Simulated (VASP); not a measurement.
Wanted: the native input for a VASP 6.6.1 run.

| Property | Result |
| --- | --- |
| Task | single point |
| Functional | PBE |
| Potentials or basis | VASP PAW PBE potentials, release 64 (Ta_pv, C) |
| Cutoff | 520 eV |
| k mesh | 6 × 6 × 6 |
| Occupations | gaussian, width 0.1 eV |
| Spin | no spin polarisation |
| Further INCAR settings | ALGO = Normal; EDIFF = 1e-07 |

The structure of TaC lies in POSCAR:

```
TaC
1.0
    0.0000000000      2.2230000000      2.2230000000
    2.2230000000      0.0000000000      2.2230000000
    2.2230000000      2.2230000000      0.0000000000
Ta C
1 1
Direct
    0.0000000000      0.0000000000      0.0000000000
    0.5000000000      0.5000000000      0.5000000000
```

One way to write it, as run:

INCAR

```
SYSTEM = TaC
PREC = Accurate
ENCUT = 520
EDIFF = 1E-7
ISMEAR = 0
SIGMA = 0.1
LREAL = .FALSE.
LASPH = .TRUE.
NELM = 60
ALGO = Normal
ISIF = 2
LWAVE = .FALSE.
LCHARG = .FALSE.
GGA = PE
```

KPOINTS

```
Automatic mesh
0
G
  6 6 6
  0 0 0
```

Potentials or basis: VASP PAW PBE potentials, release 64 (Ta_pv, C).

Run with:

```console
$ cat potpaw_PBE.64/Ta_pv/POTCAR potpaw_PBE.64/C/POTCAR > POTCAR
$ mpirun -np 1 vasp_std > vasp.out
```

It gave:

```
Pressure               : 7.3 GPa
Band gap on the k mesh : none (metal or under the smearing width)
```

Caveat: the k mesh is coarse (spacing up to 0.41 Å⁻¹), so the values aren't converged.

Run time: 3.3 s on 1 thread of Intel(R) Xeon(R) Platinum 8488C (Sapphire Rapids), with other jobs on the host, peak memory 0.13 GiB.
